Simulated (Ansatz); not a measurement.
Bands of PtSe2

```xyz
3
Lattice="0.0000 3.1452 3.1452 3.1452 0.0000 3.1452 3.1452 3.1452 0.0000" Properties=species:S:1:pos:R:3 pbc="T T T"
Pt    0.0000    0.0000    0.0000
Se    1.5726    1.5726    1.5726
Se    4.7179    4.7179    4.7179
```

Atoms are numbered in the order listed.

The structure comes from a relaxation in the same program, started in the fluorite type, and has space group Fm-3m. Whether it is a known phase or the ground state wasn't checked.

Spin–orbit coupling is left out, though it moves levels of the heavy atoms by tenths of an eV or more.

Computed with DFT, PBE, all-electron LAPW, scalar-relativistic (Ansatz 0.2.0).

Numerical set-up: a Γ-centred 10×10×10 k mesh, Fermi–Dirac smearing of 0.05 eV, basis error target 1 meV/atom, no spin polarisation.

Points in fractions of the reciprocal vectors of this cell: Γ (0, 0, 0), X (0.5, 0, 0.5), U (0.625, 0.25, 0.625), K (0.375, 0.375, 0.75), L (0.5, 0.5, 0.5), W (0.5, 0.25, 0.75). The path joins them by straight lines in the order Γ–X–U–K–Γ–L–W–X; legs that retrace an earlier one aren't tabulated. Energies are in eV from the Fermi level.

(1) Is there a gap?

(2) List the levels between -14 and 7.5 eV at the symmetry points.

Results:

(1) none: bands cross the Fermi level, a metal.

(2) 
Γ: -12.28, -6.74 (×3), -3.87 (×2), -1.33 (×3), 0.05 (×3), 1.50, 3.25 (×3), 7.27
X: -13.70, -8.19, -5.76 (×2), -4.61 (×2), -3.80, -3.54, -2.68, 0.42, 1.25 (×2), 1.75, 6.22, 7.05
U: -7.79, -6.24, -5.57, -4.93, -4.38, -3.48, -3.29, -2.19, -0.82, 0.67, 0.84, 2.46, 6.15
K: -7.79, -6.24, -5.57, -4.93, -4.38, -3.48, -3.29, -2.19, -0.82, 0.67, 0.84, 2.46, 6.15
L: -6.05 (×2), -5.60, -3.75 (×2), -3.74 (×3), -2.53, 0.17 (×2), 4.29, 6.19, 7.09 (×2)
W: -7.70, -6.87, -4.96 (×2), -4.59, -3.60, -2.96, -1.55 (×2), 0.05, 1.66, 2.73, 5.04
